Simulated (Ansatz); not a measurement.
Below is a relaxed structure of SrO. The cell was found from a structure generator's guess, not taken from experiment.

All numbers below come from DFT PBE, scalar-relativistic, plane waves, PAW in Ansatz 0.2.0. Cutoff 420 eV, Γ-centred mesh, Gaussian smearing, no spin polarisation.

```
CELL_PARAMETERS angstrom
3.94266 0.00000 0.00000
-1.97133 3.41444 0.00000
0.00000 0.00000 7.21296
ATOMIC_POSITIONS crystal
Sr 0.00000 0.00000 0.80540
Sr 0.00000 0.00000 0.19460
O 0.33333 0.66667 0.00000
O 0.66667 0.33333 0.00000
```

Formation energies are uncorrected and refer to the elements' standard structures at the same level (O₂ as a molecule).

Question: What space group does it have?

Answer: P6/mmm (No. 191). Conventional cell: a = 3.943 Å, c = 7.213 Å. Sr is surrounded by 6 O at 2.67 Å and 1 Sr at 2.81 Å; around O lie 3 O at 2.28 Å and 6 Sr at 2.67 Å.

Question: How far does it lie from the elements in energy?

Answer: −1.27 eV/atom. Whether it is stable depends on the other phases of the system, which aren't compared here.

Question: Is it a metal?

Answer: Yes, bands cross the Fermi level on the 12×12×8 mesh.

The last run used a 12×12×8 mesh (in the run's order of axes) for its 4-atom cell and Gaussian smearing of 0.10 eV. A structure relaxed within its symmetry needn't be a true minimum.
